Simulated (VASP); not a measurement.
Wanted: the native input for a VASP 6.6.1 run.

```
Task                   : single point
Functional             : PBE
Potentials or basis    : VASP PAW PBE potentials, release 64 (Na)
Cutoff                 : 500 eV
k mesh                 : 8 × 8 × 5
Occupations            : gaussian, width 0.1 eV
Spin                   : no spin polarisation
Further INCAR settings : ALGO = Normal; EDIFF = 1e-07
```

The structure of Na lies in POSCAR:

```
Na
1.0
    3.7670000000      0.0000000000      0.0000000000
   -1.8835000000      3.2623176961      0.0000000000
    0.0000000000      0.0000000000      6.1540000000
Na
2
Direct
    0.6666666667      0.3333333333      0.7500000000
    0.3333333333      0.6666666667      0.2500000000
```

This isn't the form of Na at room conditions, which is bcc.

One way to write it, as run:

INCAR

```
SYSTEM = Na
PREC = Accurate
ENCUT = 500
EDIFF = 1E-7
ISMEAR = 0
SIGMA = 0.1
LREAL = .FALSE.
LASPH = .TRUE.
NELM = 100
ALGO = Normal
ISIF = 2
LWAVE = .FALSE.
LCHARG = .FALSE.
GGA = PE
```

KPOINTS

```
regular mesh
0
G
  8 8 5
  0 0 0
```

Potentials or basis: VASP PAW PBE potentials, release 64 (Na).

Command:

```console
$ cat potpaw_PBE.64/Na/POTCAR > POTCAR
$ mpirun -np 1 vasp_std > vasp.out
```

It gave:

```json
{
 "Pressure": "-0.2 GPa",
 "Band gap on the k mesh": "none (metal or under the smearing width)"
}
```

Wall time 7.1 s on 1 thread of Intel(R) Xeon(R) 6975P-C (Granite Rapids) (shared host), peak memory 0.16 GiB.
